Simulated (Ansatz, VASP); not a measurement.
# BP: VASP beside Ansatz

```
CELL_PARAMETERS angstrom
0.00000 2.22295 2.28684
2.22295 0.00000 2.28684
2.22295 2.22295 0.00000
ATOMIC_POSITIONS crystal
B 0.00000 0.00000 0.00000
P 0.25000 0.25000 0.25000
```

Change from the starting cell: epitaxial_xy strain -2.0%.

Alike in both runs: task single point; functional PBE; k mesh 10 × 10 × 10; occupations fermi-dirac, width 0.02 eV; no spin polarisation.

|  | VASP | Ansatz |
| --- | --- | --- |
| version | VASP 6.6.1 | Ansatz 0.2.0 |
| potentials or method | VASP PAW PBE potentials, release 64 (B, P) | plane waves, PAW |
| plane-wave cutoff (eV) | 520 | 420 |
| valence electrons in the cell | 8 | 8 |

VASP gave:

```
gap on the k mesh at the Fermi level (eV)       : 0.98
pressure (GPa)                                  : 6.7
largest component of the traceless stress (GPa) : 5.40
```

**Question.** What did Ansatz give for the same quantities?

**Answer.** gap on the k mesh at the Fermi level (eV): 0.98; pressure (GPa): 7.0; largest component of the traceless stress (GPa): 5.40.

With one functional, cell and mesh, what is left measures potentials, basis and numerics.

A k mesh can miss the band edges.
